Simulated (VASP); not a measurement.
## Se: single point with PBE

Crystal: Se.

```
Se
1.0
     1.39427   -4.03900    0.00000
     1.39427    4.03900    0.00000
     0.00000    0.00000    4.61343
Se
2
Direct
  0.06434 0.93566 0.25000
  0.93566 0.06434 0.75000
```

This isn't the form of Se at room conditions, which is trigonal, of chains.

- Program: VASP 6.6.1
- Task: single point
- Functional: PBE
- Potentials or basis: VASP PAW PBE potentials, release 64 (Se_GW)
- Cutoff: 500 eV
- k mesh: 5 × 5 × 3
- Occupations: gaussian, width 0.02 eV
- Spin: no spin polarisation

The pressure is 1.5 GPa, the largest force is 0.147 eV/Å and the band gap on the k mesh is none (metal or under the smearing width).

Forces in eV/Å, atoms in the order of the input:
```
Se   0.000  0.147  0.000
Se   0.000 -0.147  0.000
```

Stress tensor (GPa, compression positive):
```
1.43 0.00 0.00
0.00 0.87 0.00
0.00 0.00 2.35
```

Levels at points of the mesh, in eV from the Fermi level:
```tsv
k point	band 4	band 5	band 6	band 7	band 8	band 9
(0.00, 0.00, 0.00)	-2.47	-2.30	1.92	2.28	4.29	5.35
```

Wall time 20 s on 1 thread of Intel(R) Xeon(R) Platinum 8488C (Sapphire Rapids) (shared host), peak memory 0.17 GiB.

Caveat: the k mesh is coarse (spacing up to 0.48 Å⁻¹), so the values aren't converged.
